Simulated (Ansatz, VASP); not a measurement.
**GaN in VASP and in Ansatz**

Contents of INCAR:

```
PREC = Accurate
ENCUT = 520
EDIFF = 1E-6
ISMEAR = 0
SIGMA = 0.05
LREAL = False
LASPH = True
NELM = 80
ALGO = Normal
ISIF = 2
LWAVE = False
LCHARG = False
GGA = PE
NBANDS = 16
```

Contents of KPOINTS:

```
regular mesh
0
Gamma
  10 10 10
```

File POSCAR:

```
GaN
1.0
    0.0000000000      2.2742384873      2.2742384873
    2.2742384873      0.0000000000      2.2742384873
    2.2742384873      2.2742384873      0.0000000000
Ga N
1 1
Direct
    0.0000000000      0.0000000000      0.0000000000
    0.7119202028      0.7626932657      0.7626932657
```

Input for Ansatz:

```yaml
crystal:
  lattice:
    - [0.0, 2.2742384873, 2.2742384873]
    - [2.2742384873, 0.0, 2.2742384873]
    - [2.2742384873, 2.2742384873, 0.0]
  atoms:
    - { symbol: Ga, position: [0.0, 0.0, 0.0] }
    - { symbol: "N", position: [0.7119202028, 0.7626932657, 0.7626932657] }
basis:
  ecutwfc: 420
kpoints:
  mp_grid: { grid: [10, 10, 10] }
hamiltonian:
  xc: pbe
scf:
  occupations: { method: gaussian, width: 0.05 }
output:
  forces: true
  stress: true
  eigenvalues: true
  write_density: true
  write_potential: true
  elf: true
  volumetric_format: npy
```

Change from the starting cell: all N atoms moved +0.100 Å, as atom 2 towards its neighbour atom 1 (Ga) at 1.970 Å.

Alike in both runs: task single point; functional PBE; k mesh 10 × 10 × 10; occupations gaussian, width 0.05 eV; no spin polarisation.

|  | VASP | Ansatz |
| --- | --- | --- |
| version | VASP 6.6.1 | Ansatz 0.2.0 |
| potentials or method | VASP PAW PBE potentials, release 64 (Ga_d, N) | scalar-relativistic, plane waves, PAW |
| plane-wave cutoff (eV) | 520 | 420 |
| valence electrons in the cell | 18 | 18 |

|  | VASP | Ansatz | Ansatz less VASP |
| --- | --- | --- | --- |
| gap on the k mesh at the Fermi level (eV) | 1.44 | 1.43 | -0.005 |
| least direct gap on the mesh (eV) | 1.44 | 1.43 | -0.005 |
| pressure (GPa) | 1.2 | 1.1 | -0.07 |
| largest component of the traceless stress (GPa) | 3.66 | 3.76 | +0.092 |
| rms of the force components (eV/Å) | 0.834 | 0.847 | +0.0132 |

Atom by atom the forces differ by 0.013 eV/Å (rms over components).

Caveats: forces of over 1 eV/Å show positions far from the minimum, so gaps and moduli don't describe the material at rest.
